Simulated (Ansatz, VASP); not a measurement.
# TiN (Osbornite) in VASP and in Ansatz

```
Ti N
1.0
     0.00000    2.10197    2.10197
     2.10197    0.00000    2.10197
     2.10197    2.10197    0.00000
Ti N
1 1
Direct
  0.00000 0.00000 0.00000
  0.50000 0.50000 0.50000
```

Alike in both runs: functional PBEsol; k mesh 18 × 18 × 18; occupations gaussian, width 0.1 eV; no spin polarisation.

Ansatz relaxed the structure, and its values are those at the end. VASP's run is a single point on that final structure, the one shown.

|  | VASP | Ansatz |
| --- | --- | --- |
| version | VASP 6.6.1 | Ansatz 0.2.0 |
| potentials or method | VASP PAW PBE potentials, release 64 (Ti_sv, N) | scalar-relativistic, plane waves, PAW |
| plane-wave cutoff (eV) | 520 | 420 |
| valence electrons in the cell | 17 | 17 |

Ansatz gave:

| Quantity | Value |
| --- | --- |
| gap on the k mesh at the Fermi level (eV) | none |
| pressure (GPa) | 0.0 |

Task: Which values does VASP return?

Result: gap on the k mesh at the Fermi level (eV): none; pressure (GPa): 0.5.

A gap of «none» marks a metal or a gap that the smearing closes.

Caveats: the PAW data sets were made with another functional, which shifts forces and pressure a little (VASP).
